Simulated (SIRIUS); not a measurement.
Lu: equation of state with LDA

Lu:

```
Lu
1.0
     3.50310    0.00000    0.00000
    -1.75155    3.03377    0.00000
     0.00000    0.00000    5.55090
Lu
2
Direct
  0.66667 0.33333 0.75000
  0.33333 0.66667 0.25000
```

```yaml
Program: SIRIUS 7.12.0
Task: equation of state
Functional: LDA
Potentials_or_basis: all-electron FP-LAPW
Cutoff: 168 eV
Basis: apw+lo standard
k_mesh: 9 × 9 × 5
Occupations: fermi-dirac, width 0.05 eV
Spin: no spin polarisation
```

The equilibrium volume is 25.72 Å³/atom (rough: see the caveat) and the bulk modulus at fixed shape and positions is 47 GPa (rough).

Energy against volume, from the lowest point:
```csv
volume (Å³/atom),energy (meV/atom)
27.727,0.00
28.317,13.58
28.906,30.33
29.496,49.42
30.086,71.29
30.676,95.59
31.266,121.84
```

All runs of the series together: 6.2 min on 1 thread of Intel(R) Xeon(R) 6975P-C (Granite Rapids) (shared host).

Caveat: the minimum lies outside the volumes run; the fit is doubtful: noisy points or a state that changes with volume; the cell was scaled at fixed shape and fractional positions, which overstates the stiffness of a crystal with free parameters, most of all of layers and chains. Spin-orbit coupling is left out, which matters for the levels of Lu.
